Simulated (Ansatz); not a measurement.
**Ni2Si: how the axes shrink under pressure**

Ni2Si, P6_3/mmc, a = 3.868 Å, c = 4.917 Å. The structure is a COD entry; whether it is the stable form wasn't checked. Ansatz: PBEsol, PAW, 420 eV, Γ-centred 12×12×8 mesh on 6 atoms, Gaussian smearing 0.10 eV; no spin polarisation. Cell and atoms are relaxed at each pressure, and no other structure is tried, so the rows at high pressure may lie past a change of phase. y = 100 ln(c/c0) with c0 = 4.9170 Å, so nearly a change in per cent. The pressures are the targets, met within 0.05 GPa.

| P (GPa) | y | 100 ln(a/a0) |
| --- | --- | --- |
| -3.0 | ? | ? |
| 0.0 | 0.00 | 0.00 |
| 3.0 | -0.53 | -0.39 |
| 8.0 | -1.36 | -0.97 |
| 15.0 | -2.37 | -1.72 |
| 30.0 | -4.18 | -3.12 |
| 60.0 | -6.96 | -5.35 |

Task: Fit y = c1 P + c2 P² to the other rows, give the linear compressibility along c, and predict the missing y.

Result: Least squares on the rows shown. y = −0.1679 P + 0.0008692 P². The linear compressibility along c is −c1/100 = 1.68 per TPa, against 1.21 along a from the same fit to the last column (its missing entry is 0.40): the crystal is softer along c at low pressure. The runs next to zero pressure give 1.81 and 1.31, so a parabola over the whole range misstates the start. With a term in P³ added, the coefficient of P becomes -0.1825, 9 % more, which shows how far this figure hangs on the form. At P = -3.0 the fit asked for gives 0.51. The run gave 0.56, so the fit is 0.05 too low, within the rms miss on the fitted rows (0.05).